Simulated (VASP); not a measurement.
# GeN2 in VASP: a series of runs, part 2 of 2

VASP 6.6.1. Earlier steps stand in the parts before.

### 3 Single point, PBE+D3(BJ)

The input, INCAR:

```
SYSTEM = GeN2
ALGO = Fast
DIPOL = 0.5 0.5 0.290
EDIFF = 1E-6
ENCUT = 520
GGA = PE
IDIPOL = 3
ISIF = 2
ISMEAR = 0
IVDW = 12
LASPH = .True.
LCHARG = .False.
LDIPOL = .True.
LREAL = .False.
LWAVE = .False.
NBANDS = 33
NELM = 100
PREC = Accurate
SIGMA = 0.1
```

The input, KPOINTS:

```
k-points
0
Gamma
  12 12 1
  0 0 0
```

The input, POSCAR:

```
GeN2
1.0
    3.1283897887     -0.0000000031      0.0000000000
   -1.5641948917      2.7092650315      0.0000000000
    0.0000000000      0.0000000000     37.9030938400
Ge N
2 4
Direct
    0.6666666667      0.3333333333      0.2367821210
    0.0000000000      0.0000000000      0.3436454318
    0.0000000000      0.0000000000      0.2926057854
    0.3333333333      0.6666666667      0.2225670109
    0.6666666667      0.3333333333      0.2878217673
    0.3333333333      0.6666666667      0.3578605419
```

Potentials or basis: VASP PAW PBE potentials, release 64 (Ge_d, N).

Run with:

```console
$ cat potpaw_PBE.64/Ge_d/POTCAR potpaw_PBE.64/N/POTCAR > POTCAR
$ mpirun -np 1 vasp_std > vasp.out
```

OUTCAR:

```text
SYSTEM = GeN2
   EDIFF = 1E-6
   ENCUT = 520
   GGA = PE
   ISIF = 2
   ISMEAR = 0
   IVDW = 12
   LASPH = .True.
   LREAL = .False.
   NELM = 100
   PREC = Accurate
 IVDW          = 12

 ion  position               nearest neighbor table
   1  0.667  0.333  0.237-   4 1.88   4 1.88   4 1.88   5 1.93
   2  0.000  0.000  0.344-   6 1.88   6 1.88   6 1.88   3 1.93
   3  0.000  0.000  0.293-   2 1.93
   4  0.333  0.667  0.223-   1 1.88   1 1.88   1 1.88
   5  0.667  0.333  0.288-   1 1.93
   6  0.333  0.667  0.358-   2 1.88   2 1.88   2 1.88

  LATTYP: Found a hexagonal cell.
 ALAT       =     3.1283897887
 C/A-ratio  =    12.1158475766

  Lattice vectors:

 A1 = (   3.1283897887,  -0.0000000031,   0.0000000000)
 A2 = (  -1.5641948917,   2.7092650315,   0.0000000000)
 A3 = (   0.0000000000,   0.0000000000,  37.9030938400)

Analysis of symmetry for initial positions (statically):
=====================================================================
 Subroutine PRICEL returns:
 Original cell was already a primitive cell.

 Routine SETGRP: Setting up the symmetry group for a
 hexagonal supercell.

 Subroutine GETGRP returns: Found 12 space group operations
 (whereof  6 operations were pure point group operations)
 out of a pool of 24 trial point group operations.

The static configuration has the point symmetry C_3v.
 The point group associated with its full space group is D_3d.

Analysis of symmetry for dynamics (positions and initial velocities):
=====================================================================
 Subroutine PRICEL returns:
 Original cell was already a primitive cell.

 Routine SETGRP: Setting up the symmetry group for a
 hexagonal supercell.

 Subroutine GETGRP returns: Found 12 space group operations
 (whereof  6 operations were pure point group operations)
 out of a pool of 24 trial point group operations.

The dynamic configuration has the point symmetry C_3v.
 The point group associated with its full space group is D_3d.

 Subroutine INISYM returns: Found 12 space group operations
 (whereof  6 operations are pure point group operations),
 and found     1 'primitive' translations

----------------------------------------------------------------------------------------

                                     Primitive cell

  volume of cell :     321.2529

  direct lattice vectors                    reciprocal lattice vectors
     3.128389789 -0.000000003  0.000000000     0.319653262  0.184551896  0.000000000
    -1.564194892  2.709265032  0.000000000     0.000000000  0.369103793  0.000000000
     0.000000000  0.000000000 37.903093840     0.000000000  0.000000000  0.026383071

  length of vectors
     3.128389789  3.128389789 37.903093840     0.369103793  0.369103793  0.026383071

  position of ions in fractional coordinates (direct lattice)
     0.666666667  0.333333333  0.236782121
     0.000000000  0.000000000  0.343645432
     0.000000000  0.000000000  0.292605785
     0.333333333  0.666666667  0.222567011
     0.666666667  0.333333333  0.287821767
     0.333333333  0.666666667  0.357860542

  ion indices of the primitive-cell ions
   primitive index   ion index
[... 54 lines left out ...]
   k-points           NKPTS =     19   k-points in BZ     NKDIM =     19   number of bands    NBANDS=     33
   number of dos      NEDOS =    301   number of ions     NIONS =      6
   total plane-waves  NPLWV = 165888
   dimension x,y,z NGX =    24 NGY =   24 NGZ =  288
   dimension x,y,z NGXF=    48 NGYF=   48 NGZF=  576
   ions per type =               2   4
   NGX,Y,Z   is equivalent  to a cutoff of  12.75, 12.75, 12.63 a.u.
   NGXF,Y,Z  is equivalent  to a cutoff of  25.51, 25.51, 25.26 a.u.
 SYSTEM =  GeN2
   PREC   = accura    normal or accurate (medium, high low for compatibility)
   ISTART =      0    job   : 0-new  1-cont  2-samecut
   ICHARG =      2    charge: 1-file 2-atom 10-const
   ISPIN  =      1    spin polarized calculation?
   LNONCOLLINEAR =      F non collinear calculations
   LSORBIT =      F    spin-orbit coupling
   LASPH  =      T    aspherical Exc in radial PAW
   ENCUT  =  520.0 eV  38.22 Ry    6.18 a.u.   5.82  5.82 70.47*2*pi/ulx,y,z
   NELM   =    100;   NELMIN=  2; NELMDL= -5     # of ELM steps
   EDIFF  = 0.1E-05   stopping-criterion for ELM
   LREAL  =      F    real-space projection
   EDIFFG = 0.1E-04   stopping-criterion for IOM
   NSW    =      0    number of steps for IOM
   IBRION =     -1    ionic relax: 0-MD 1-quasi-New 2-CG
   NFREE  =      0    steps in history (QN), initial steepest desc. (CG)
   ISIF   =      2    stress and relaxation
   ISYM   =      2    0-nonsym 1-usesym 2-fastsym
   POTIM  = 0.5000    time-step for ionic-motion
   TEBEG  =    0.0;   TEEND  =   0.0 temperature during run
   PSTRESS=    0.0 pullay stress
   NELECT =      48.0000    total number of electrons
   NUPDOWN=      -1.0000    fix difference up-down
   EMIN   =  10.00;   EMAX   =-10.00  energy-range for DOS
   EFERMI =   0.00;   METHOD = LEGACY
   ISMEAR =     0;   SIGMA  =   0.10  broadening in eV -4-tet -1-fermi 0-gaus
   EFERMI_NEDOS =   21; number of points for ismear=-14 and -15
   IALGO  =     68    algorithm
   IMIX   =      4    mixing-type and parameters
     AMIX     =   0.40;   BMIX     =  1.00
     AMIX_MAG =   1.60;   BMIX_MAG =  1.00
  volume/ion in A,a.u.               =      53.54       361.32
  Fermi-wavevector in a.u.,A,eV,Ry     =   0.868706  1.641617 10.267642  0.754650
  Thomas-Fermi vector in A             =   1.987423
   LORBIT       =      0    0 simple, 1 ext, 2 COOP (PROOUT), +10 PAW based schemes
   GGA     = PE    functional components
   LHFCALC =     F    Hartree Fock is set to
   AEXX    =    0.0000 exact exchange contribution
   IVDW    =    12    specifies the selected vdW correction
   LEPSILON=     F    determine dielectric tensor
   LRPA    =     F    only Hartree local field effects (RPA)
 non-spin polarized calculation
 RMM-DIIS sequential band-by-band and
 Gauss-broadening in eV      SIGMA  =   0.10
  energy-cutoff  :      520.00
  volume of cell :      321.25
 maximum number of plane-waves:      8714
 NGX is ok and might be reduce to    24
   NGX = 11   NGY = 11   NGZ =141

 dipolmoment           0.000000      0.000000     -0.000000 electrons x Angstroem

 number of electron      47.9999992 magnetization

 dipolmoment           0.000000      0.000000      0.000002 electrons x Angstroem

 Free energy of the ion-electron system (eV)
  ---------------------------------------------------
  ext. energy  EPLUGINS =         0.00000000
  ---------------------------------------------------
  free energy    TOTEN  =       -37.60004077 eV

  energy without entropy =      -37.59817307  energy(sigma->0) =      -37.59910692

 E-fermi :  -1.7284     XC(G=0):  -2.6400

 val. band max:       -1.7526161056   @ k =   0.0000   0.0000   0.0000
 cond. band min:      -1.6435513913   @ k =   0.0833   0.0000   0.0000
 fundamental gap:      0.1090647143
 Fermi energy:        -1.7283765965

 k-point     1 :       0.0000    0.0000    0.0000
  band No.  band energies     occupation
      1     -28.4049      2.00000
      2     -28.3891      2.00000
      3     -28.3567      2.00000
      4     -28.3567      2.00000
      5     -28.3565      2.00000
      6     -28.3565      2.00000
[... 673 lines left out ...]
     32       4.3022      0.00000
     33       5.8006      0.00000

------------------------ aborting loop because EDIFF is reached ----------------------------------------

 vacuum level on the upper side and lower side of the slab       (xc-potential included)        -0.140        -0.140

 Edisp (eV)   -1.00658

 E8    (eV) :    -0.3740

  FORCE on cell =-STRESS in cart. coord.  units (eV):
  Direction    XX          YY          ZZ          XY          YZ          ZX
  --------------------------------------------------------------------------------------
  -------------------------------------------------------------------------------------
  Total      -0.07885    -0.07885    -0.98411     0.00000     0.00000     0.00000
  in kB      -0.39327    -0.39327    -4.90803     0.00000     0.00000     0.00000
  external pressure =       -1.90 kB  Pullay stress =        0.00 kB

 VOLUME and BASIS-vectors are now :
 -----------------------------------------------------------------------------
  energy-cutoff  :      520.00
  volume of cell :      321.25
      direct lattice vectors                 reciprocal lattice vectors
     3.128389789 -0.000000003  0.000000000     0.319653262  0.184551896  0.000000000
    -1.564194892  2.709265032  0.000000000     0.000000000  0.369103793  0.000000000
     0.000000000  0.000000000 37.903093840     0.000000000  0.000000000  0.026383071

 POSITION                                       TOTAL-FORCE (eV/Angst)
 -----------------------------------------------------------------------------------
      1.56419      0.90309      8.97477         0.000000     -0.000000      0.307679
      0.00000      0.00000     13.02523        -0.000000      0.000000     -0.307679
      0.00000      0.00000     11.09066         0.000000      0.000000     -0.033805
      0.00000      1.80618      8.43598        -0.000000      0.000000     -0.065909
      1.56419      0.90309     10.90934        -0.000000      0.000000      0.033805
      0.00000      1.80618     13.56402         0.000000     -0.000000      0.065909
 -----------------------------------------------------------------------------------
    total drift:                                0.000000     -0.000000      0.000412

  FREE ENERGIE OF THE ION-ELECTRON SYSTEM (eV)
  ---------------------------------------------------
  free  energy   TOTEN  =       -38.6066220842 eV

  energy  without entropy=      -38.6047543849  energy(sigma->0) =      -38.60568823

 vacuum level on the upper side and lower side of the slab         2.283         2.282
```

It took 5.3 min on 1 thread of Intel Xeon Platinum 8259CL at 2.50GHz (Skylake/Cascade Lake), shared host; peak memory 0.49 GiB.

What came out:

```yaml
Free_energy: -38.6066 eV
Largest_force: 0.308 eV/Å
Band_gap_on_the_k_mesh: none (metal or under the smearing width)
Dispersion_energy_per_atom: -0.168 eV
```

Forces in eV/Å, atoms in the order of the input:
```
Ge   0.000  0.000  0.308
Ge   0.000  0.000 -0.308
N    0.000  0.000 -0.034
N    0.000  0.000 -0.066
N    0.000  0.000  0.034
N    0.000  0.000  0.066
```

### 4 Single point, PBE+D3(BJ)

This run uses another cell than the first one, of 27.22 Å³/atom, 0.509 times its volume.

The input, INCAR:

```
PREC = Accurate ; ENCUT = 520
EDIFF = 1E-6 ; ISMEAR = 0
SIGMA = 0.1 ; LREAL = F
LASPH = T ; NELM = 100
ALGO = Normal ; ISIF = 2
LWAVE = F ; LCHARG = T
LDIPOL = T ; IDIPOL = 3
DIPOL = 0.5 0.5 0.500 ; GGA = PE
IVDW = 12 ; LELF = T
LVHAR = T ; LVACPOTAV = T
NBANDS = 33
```

The input, KPOINTS:

```
regular mesh
0
Gamma
  6 6 1
```

The input, POSCAR:

```
GeN2
1.0
    2.9279115500      0.0000000000      0.0000000000
   -1.4639557700      2.5356460400      0.0000000000
    0.0000000000      0.0000000000     22.0000000000
Ge N
2 4
Direct
    0.6666666700      0.3333333300      0.3864627600
    0.0000000000      0.0000000000      0.6135372400
    0.0000000000      0.0000000000      0.4365909100
    0.3333333300      0.6666666700      0.3397375700
    0.6666666700      0.3333333300      0.5634090900
    0.3333333300      0.6666666700      0.6602624300
```

Run with:

```console
$ cat potpaw_PBE.64/Ge_d/POTCAR potpaw_PBE.64/N/POTCAR > POTCAR
$ mpirun -np 1 vasp_std > vasp.out
```

It took 61 s on 1 thread of Intel Xeon Platinum 8259CL at 2.50GHz (Skylake/Cascade Lake), shared host; peak memory 0.29 GiB.

The run converged. Its results:

```yaml
Free_energy: -34.3588 eV
Largest_force: 0.760 eV/Å
Band_gap_on_the_k_mesh: none (metal or under the smearing width)
Dispersion_energy_per_atom: -0.157 eV
Work_function_of_the_upper_face: 7.41 eV
Work_function_of_the_lower_face: 7.41 eV
```

Forces on the atoms (eV/Å):
```
Ge   0.000  0.000  0.279
Ge   0.000  0.000 -0.279
N    0.000  0.000 -0.685
N    0.000  0.000  0.760
N    0.000  0.000  0.685
N    0.000  0.000 -0.760
```

Levels at points of the mesh, in eV from the Fermi level:
| k point | band 20 | band 21 | band 22 | band 23 | band 24 | band 25 | band 26 | band 27 | band 28 | band 29 |
| --- | --- | --- | --- | --- | --- | --- | --- | --- | --- | --- |
| (0.00, 0.00, 0.00) | -0.30 | -0.30 | -0.14 | -0.14 | -0.09 | -0.09 | 0.04 | 4.78 | 5.17 | 6.89 |
| (0.50, 0.00, 0.00) | -2.82 | -1.60 | -1.47 | -0.36 | -0.03 | 0.03 | 0.05 | 4.70 | 4.93 | 8.30 |

Caveat: the k mesh is coarse (spacing up to 0.41 Å⁻¹), so the values aren't converged.

### 5 Overview

| cell | k mesh | mesh quality | gap on the mesh (eV) | largest force (eV/Å) | work function (eV) |
| --- | --- | --- | --- | --- | --- |
| P-3m1, 53.52 Å³/atom | 12 × 12 × 1 | not flagged | none | 0.02 | 4.18 |
| P-3m1, 53.54 Å³/atom | 12 × 12 × 1 | not flagged | none | 0.31 | - |
| P-3m1, 27.22 Å³/atom | 6 × 6 × 1 | coarse | none | 0.76 | 7.41 |

Some of these runs hold the atoms at other places in the same cell, which the table doesn't show; runs alike in all that it shows share one row.

Alike in all rows: task single point; level PBE+D3(BJ); potentials or basis VASP PAW PBE potentials, release 64 (Ge_d, N); no spin polarisation; cutoff (eV) 520; smearing gaussian 0.1 eV.

Caveats: some runs use coarse meshes.

Total energies depend on the potentials used, so only differences within one code and one set of settings carry meaning.
